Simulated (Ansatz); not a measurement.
The system is BaTiO3.

```
Ba Ti O
1.0
     2.82767    1.63255    2.31773
    -2.82767    1.63255    2.31773
     0.00000   -3.26511    2.31773
Ba Ti O
1 1 3
Cartesian
  -2.7004 1.6624 2.3728
  -0.0605 -0.0667 3.6407
  -0.0308 -1.5655 4.5301
  -1.4487 0.8432 4.4791
  1.4127 0.7592 4.5299
```

```yaml
Program: Ansatz 0.2.0
Task: relaxation of cell and atoms
Functional: RPBE
Dispersion: D3(BJ)
Potentials_or_basis: Ansatz PAW
Cutoff: "420 eV (not typed: the program's choice for these potentials)"
k_mesh: 7 × 7 × 7
Occupations: fermi-dirac, width 0.05 eV
Spin: no spin polarisation
```

At the start: volume 12.84 Å³/atom.

Where does the relaxation end?

It ends after 8 steps and the volume is 11.50 Å³/atom (-10.4 %); space group Pm-3m (No. 221, to 0.05 Å).

Step by step:
```csv
step,energy change (eV),largest force (eV/Å),volume (Å³)
1,0.0000,2.3361,64.20
2,-0.4790,1.9035,59.60
3,-0.7113,0.0328,57.98
4,-0.7146,0.0044,57.61
5,-0.7146,0.0001,57.60
6,-0.7030,0.0001,57.60
7,-0.7034,0.0004,57.50
8,-0.7033,0.0004,57.50
```

Final structure:
```cif
data_structure
_symmetry_space_group_name_H-M 'P 1'
_symmetry_Int_Tables_number 1
_cell_length_a 3.8597
_cell_length_b 3.8597
_cell_length_c 3.8597
_cell_angle_alpha 90.001
_cell_angle_beta 90.000
_cell_angle_gamma 90.001
_cell_volume 57.50
loop_
_atom_site_label
_atom_site_type_symbol
_atom_site_fract_x
_atom_site_fract_y
_atom_site_fract_z
_atom_site_occupancy
Ba1 Ba 0.99574 0.99575 0.99574 1
Ti1 Ti 0.49572 0.49575 0.49573 1
O1 O 0.49575 0.49574 0.99574 1
O2 O 0.49575 0.99573 0.49574 1
O3 O 0.99574 0.49573 0.49575 1
```

Caveat: the plane-wave basis is chosen anew once the cell has moved, so the energies of steps on either side of that aren't comparable; the pressure holds a Pulay correction of +0.5 GPa for the finite cutoff; the volume moved by -10 % from the deposited cell, more than functionals usually miss; the PAW data sets come from PBE, with cores solved anew for the run's functional, which leaves a small shift of forces and pressure.
